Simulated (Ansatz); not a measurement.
Calculated field gradients at the nuclei for CdSe under strain

The cell is a COD entry, relaxed with PBE at fixed cell and then changed (z compressed by 1 %, ions relaxed).

```cif
data_structure
_symmetry_space_group_name_H-M 'P 1'
_symmetry_Int_Tables_number 1
_cell_length_a 4.2990
_cell_length_b 4.2990
_cell_length_c 6.9399
_cell_angle_alpha 90.000
_cell_angle_beta 90.000
_cell_angle_gamma 120.000
_cell_volume 111.08
loop_
_atom_site_label
_atom_site_type_symbol
_atom_site_fract_x
_atom_site_fract_y
_atom_site_fract_z
_atom_site_occupancy
Cd1 Cd 0.33333 0.66667 0.99932 1
Cd2 Cd 0.66667 0.33333 0.49932 1
Se3 Se 0.33333 0.66667 0.37747 1
Se4 Se 0.66667 0.33333 0.87747 1
```

Sites (sets of like atoms) are named by element and the number of their first atom in this list.

All values are calculated (Ansatz; DFT, PBE, plane waves and PAW, scalar-relativistic, 420 eV cutoff, Γ-centred 12×12×6 k-points, Fermi–Dirac smearing 0.02 eV), not measured.

Conventions: |V_zz| ≥ |V_yy| ≥ |V_xx|, η = (V_xx − V_yy)/V_zz, C_Q = eQV_zz/h.

(1) What field gradients does the calculation give at each kind of site?

Answers

(1) 

| site | atoms (order as listed) | first shell | V_zz (10²¹ V/m²) | η | C_Q (MHz) |
| --- | --- | --- | --- | --- | --- |
| Cd | 1, 2 | 4 Se at 2.62 Å | 0.19 | 0.00 | – |
| Se | 3, 4 | 4 Cd at 2.62 Å | -0.56 | 0.00 | – |

An axis of threefold or higher order runs through Cd and Se, so V_zz lies along it and η is zero.

Cd, Se have no stable isotope with a ground-state quadrupole moment in the table, so no C_Q is given.

Without spin–orbit coupling (the program notes it for Cd) the gradients can shift somewhat, as the gap is small.
